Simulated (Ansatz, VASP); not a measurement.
# SnTe in VASP and in Ansatz

```
Sn Te
1.0
     0.00000    3.25194    3.25194
     3.25194    0.00000    3.25194
     3.25194    3.25194    0.00000
Sn Te
1 1
Direct
  0.00000 0.00000 0.00000
  0.75000 0.75000 0.75000
```

Alike in both runs: functional LDA; k mesh 6 × 6 × 6; occupations fermi-dirac, width 0.05 eV; no spin polarisation.

Ansatz relaxed the structure, and its values are those at the end. VASP's run is a single point on that final structure, the one shown.

|  | VASP | Ansatz |
| --- | --- | --- |
| version | VASP 6.6.1 | Ansatz 0.2.0 |
| potentials or method | VASP PAW LDA potentials, release 64 (Sn_d, Te) | plane waves, PAW |
| plane-wave cutoff (eV) | 520 | 420 |
| valence electrons in the cell | 20 | 30 |

|  | VASP | Ansatz | Ansatz less VASP |
| --- | --- | --- | --- |
| pressure (GPa) | 10.0 | 10.0 | -0.07 |

The two sets of potentials don't hold the same shells in valence.

Spin-orbit coupling is left out, which matters for the levels of Te.
